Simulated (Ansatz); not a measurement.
A run of Ansatz 0.2.0:

The input input.yaml:

```yaml
crystal:
  lattice:
    - [0.0, 2.735, 2.735]
    - [2.735, 0.0, 2.735]
    - [2.735, 2.735, 0.0]
  atoms:
    - { symbol: Nd, position: [0.0, 0.0, 0.0], spin: 3.0 }
    - { symbol: H, position: [0.75, 0.75, 0.75] }
    - { symbol: H, position: [0.25, 0.25, 0.25] }
hamiltonian:
  xc: lda
  pseudopotentials: { kind: paw }
magnetization:
  spin_polarized: true
kpoints:
  mp_grid: { grid: [6, 6, 6] }
scf:
  occupations: { method: fermi_dirac, width: 0.05 }
output:
  forces: true
  stress: true
elastic:
  mode: relaxed_ion
  stencil: two_point
```

Potentials or basis: Ansatz PAW.

The run is started by

```bash
$ ansatz run input.yaml --threads 2 --pin off --max-ram 5632MiB --backend cpu --events-out ev --progress --plain --runs-dir out
```

Hardware: 2 threads of Intel(R) Xeon(R) Platinum 8488C (Sapphire Rapids) (shared host).

Problem. How long does it take, and how much memory?

Solution. It took 13 s on 2 threads of Intel(R) Xeon(R) Platinum 8488C (Sapphire Rapids), with other jobs on the host, peak memory 0.43 GiB. Counts: scf iterations 108, plane waves 821, k points 16, bands 17, ion steps 6.
